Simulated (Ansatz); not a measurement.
The system is Be.

```xyz
1
Lattice="2.2327 0.0000 0.0000 0.0000 2.2327 0.0000 0.0000 0.0000 2.0657" Properties=species:S:1:pos:R:3 pbc="T T T"
Be    1.1164    1.1164    0.0000
```

The cell was built by a generator and needn't be a form met in nature.

Program: Ansatz 0.2.0. Alike in all runs: task band structure; potentials or basis Ansatz PAW; no spin polarisation; cell as given; k mesh 12 × 12 × 13; smearing fermi-dirac 0.05 eV.

Task: Order these runs on this cell by their pressure, lowest first.
A. level revPBE; cutoff (eV) 420
B. level LDA; cutoff (eV) 420
C. level r2SCAN; cutoff (eV) 500

Result: B (-3.3 GPa), C (0.0 GPa), A (1.8 GPa).

Caveats: the PAW data sets come from PBE, with cores solved anew for the run's functional, which leaves a small shift of forces and pressure; the potentials were made for another functional, which shifts forces and pressure (some runs).

Not every run made on this cell is shown here.
